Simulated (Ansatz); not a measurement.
CaSe in the zincblende structure at its r2SCAN geometry, run in the plane-wave code Ansatz at 4 levels of theory. These are computed values for a non-magnetic cell that may be hypothetical; none is a measurement.

The LDA input:
```yaml
crystal:
  lattice:
    - [0.0, 3.2795613671, 3.2795613671]
    - [3.2795613671, 0.0, 3.2795613671]
    - [3.2795613671, 3.2795613671, 0.0]
  atoms:
    - { symbol: Ca, position: [0.0, 0.0, 0.0] }
    - { symbol: Se, position: [0.25, 0.25, 0.25] }
kpoints:
  mp_grid: { grid: [6, 6, 6] }
  band_path:
    path:
      - [0.0, 0.0, 0.0]
      - [-0.5, -0.5, 0.0]
      - [-0.375, -0.375, 0.25]
      - [-0.375, 0.0, 0.375]
      - [0.0, 0.0, 0.5]
      - [-0.5, -0.25, 0.25]
      - [0.0, 0.270833, -0.270833]
    npoints: 1
hamiltonian:
  xc: lda
scf:
  occupations: { method: fixed }
  n_extra_bands: 4
output:
  forces: true
  stress: true
  eigenvalues: true
```

Main results, then, where recorded, the levels near the gap in eV from the Fermi energy (columns number the bands from 0), one row a point of the path (Γ, X, U, K, L, W, K–Γ (0.28)):
```
Crystal: 2 atoms, lattice volume = 70.547 Å³
Symmetry: 24 space group operations
Space group: F-43m (ITA 216)
```
```
Basis set: ecut = 420 eV, 1411 PW (Γ)
k-points: 16 of 216 (time reversal used)
SCF converged after 6 iterations
Free energy (F): -7159.335498 eV
Fermi energy:    2.809618 eV
--- Stress (GPa, compression-positive) ---
       -2.173788       0.000000       0.000000
        0.000000      -2.173788       0.000000
        0.000000       0.000000      -2.173788
  P = ⅓ Tr σ = -2.1738 GPa (-21.738 kbar)
```
```tsv
band_8	band_9	band_10	band_11	band_12	band_13	band_14	band_15
-19.931	-10.397	-0.097	-0.097	-0.097	2.937	5.245	5.245
-19.945	-10.053	-1.283	-0.032	-0.032	3.366	4.824	5.981
-19.943	-10.060	-0.996	-0.489	-0.012	3.663	4.949	5.432
-19.943	-10.060	-0.996	-0.489	-0.012	3.663	4.949	5.432
-19.937	-10.137	-1.258	-0.014	-0.014	4.916	5.355	5.355
-19.945	-10.053	-0.731	-0.723	-0.101	3.604	4.857	5.745
-19.938	-10.118	-0.920	-0.510	0.006	4.389	4.965	5.238
```

The LDA gap is indirect, 2.93 eV (K–Γ (0.28 of the way from K) to Γ), below the direct gap of 3.03 eV at Γ.

PBE+SOC. Against the first input these blocks differ (the band path and keys that only write files left aside):
```yaml
hamiltonian:
  xc: pbe
scf:
  occupations: { method: fixed }
  n_extra_bands: 8
magnetization:
  noncollinear: true
  spin_orbit: true
```

```
Basis set: ecut = 420 eV, 1411 PW (Γ)
k-points: 16 of 216 (time reversal used)
SCF converged after 8 iterations
Free energy (F): -7289.685201 eV
Fermi energy:    3.185471 eV
--- Stress (GPa, compression-positive) ---
        0.448994       0.000000       0.000000
        0.000000       0.448994       0.000000
        0.000000       0.000000       0.448994
  P = ⅓ Tr σ = 0.4490 GPa (4.490 kbar)
```
```tsv
band_16	band_17	band_18	band_19	band_20	band_21	band_22	band_23	band_24	band_25	band_26	band_27	band_28	band_29	band_30	band_31
-20.052	-20.052	-10.416	-10.416	-0.391	-0.391	-0.083	-0.083	-0.083	-0.083	3.117	3.117	5.291	5.291	5.291	5.291
-20.066	-20.066	-10.076	-10.076	-1.346	-1.346	-0.214	-0.214	-0.027	-0.027	3.459	3.459	4.898	4.898	6.012	6.012
-20.069	-20.066	-10.085	-10.081	-1.084	-1.076	-0.564	-0.560	-0.083	-0.083	3.744	3.747	4.992	5.018	5.476	5.481
-20.069	-20.066	-10.085	-10.081	-1.084	-1.076	-0.564	-0.560	-0.083	-0.083	3.744	3.747	4.992	5.018	5.476	5.481
-20.058	-20.058	-10.159	-10.159	-1.319	-1.319	-0.201	-0.201	0.000	0.000	5.000	5.000	5.402	5.402	5.414	5.414
-20.072	-20.068	-10.079	-10.073	-0.909	-0.901	-0.716	-0.695	-0.175	-0.160	3.685	3.687	4.882	4.916	5.806	5.807
-20.066	-20.062	-10.142	-10.137	-1.021	-0.986	-0.595	-0.565	-0.065	-0.063	4.452	4.466	5.014	5.018	5.285	5.303
```

The PBE+SOC gap is indirect, 3.12 eV (L to Γ), below the direct gap of 3.20 eV at Γ. At this geometry PBE+SOC finds +0.45 GPa, compression counted positive: its own equilibrium volume is larger.

Problem. Another run on the same cell gave
```
Basis set: ecut = 500 eV, 1807 PW (Γ)
k-points: 8 of 64 (time reversal used)
hybrid outer 1: dexx = +4.346e-4 eV, tail = 9.61e-7 eV
hybrid outer 2: dexx = +4.168e-8 eV, tail = 1.53e-8 eV, Δε = 2.71e-4 eV
hybrid SCF converged: 2 outer / 7 inner (+3 warm-up)
Free energy (F): -7303.510630 eV
Fermi energy:    2.456981 eV
--- Stress (GPa, compression-positive) ---
        0.010153       0.000000       0.000000
        0.000000       0.010153       0.000000
        0.000000       0.000000       0.010153
  P = ⅓ Tr σ = 0.0102 GPa (0.102 kbar)
```
```tsv
band_8	band_9	band_10	band_11	band_12	band_13	band_14	band_15
-21.279	-11.069	-0.088	-0.088	-0.088	4.220	6.742	6.742
-21.295	-10.691	-1.304	-0.067	-0.067	4.495	6.237	7.531
-21.292	-10.700	-1.014	-0.519	-0.036	4.851	6.348	6.945
-21.292	-10.700	-1.014	-0.519	-0.036	4.851	6.348	6.945
-21.286	-10.784	-1.299	-0.016	-0.016	6.286	6.827	6.827
-21.295	-10.692	-0.771	-0.719	-0.136	4.800	6.259	7.353
-21.287	-10.763	-0.935	-0.527	-0.002	5.652	6.403	6.651
```
Which level of theory and mesh gave it?

Solution. It is r2SCANh, judged by the exchange loop and the size of the gap (a near hybrid could fit too), on 4×4×4; the blocks that differ from the first input, but for the band path:
```yaml
kpoints:
  mp_grid: { grid: [4, 4, 4] }
hamiltonian:
  xc: r2scanh
```
r2SCANh gives an indirect gap of 4.22 eV, from K–Γ (0.33 of the way from K) to Γ; the least direct gap is 4.31 eV at Γ. The mean stress, 0.0 GPa, is small, and the program warns that its thresholds are loose for a hybrid's stress.

DDH-PBE0. Against the first input these blocks differ (the band path and keys that only write files left aside):
```yaml
crystal:
  host: atoms
kpoints:
  mp_grid: { grid: [4, 4, 4] }
hamiltonian:
  xc:
    exchange: pbe
    correlation: pbe
    exx: { coeff: inverse_dielectric }
```

```
ε∞ on k-mesh 4×4×4 of a primitive cell: xx 3.8914, yy 3.8914, zz 3.8914; 3/Tr ε∞, of that cell with its empty space = 0.2569773374141538
Basis set: ecut = 420 eV, 1411 PW (Γ)
k-points: 8 of 64 (time reversal used)
hybrid outer 1: dexx = +1.277e-2 eV, tail = 6.52e-5 eV
hybrid outer 2: dexx = +2.302e-6 eV, tail = 3.18e-8 eV, Δε = 3.46e-3 eV
hybrid SCF converged: 2 outer / 12 inner (+2 warm-up)
Free energy (F): -7292.239879 eV
Fermi energy:    2.058173 eV
--- Stress (GPa, compression-positive) ---
        0.244845       0.000000       0.000000
        0.000000       0.244845       0.000000
        0.000000       0.000000       0.244845
  P = ⅓ Tr σ = 0.2448 GPa (2.448 kbar)
```
```tsv
band_8	band_9	band_10	band_11	band_12	band_13	band_14	band_15
-21.707	-11.362	-0.083	-0.083	-0.083	4.806	7.659	7.659
-21.724	-10.960	-1.392	-0.084	-0.084	5.248	6.958	8.473
-21.721	-10.969	-1.086	-0.565	-0.047	5.631	7.121	7.851
-21.721	-10.969	-1.086	-0.565	-0.047	5.631	7.121	7.851
-21.714	-11.058	-1.392	-0.016	-0.016	6.990	7.683	7.683
-21.724	-10.961	-0.817	-0.788	-0.157	5.587	7.077	8.261
-21.715	-11.036	-1.004	-0.566	-0.003	6.454	7.272	7.442
```

The DDH-PBE0 gap is indirect, 4.81 eV (K–Γ (0.33 of the way from K) to Γ), below the direct gap of 4.89 eV at Γ. The mean stress, +0.2 GPa, is small, and the program warns that its thresholds are loose for a hybrid's stress.

Small level splittings and stresses of the hybrids carry the error of their coarser meshes.

Totals of different functionals, or with and without spin-orbit coupling, can't be compared.

Only the levels marked +SOC include spin-orbit coupling.

The meshes of the hybrids are coarse, so their gaps aren't converged to the digits shown.
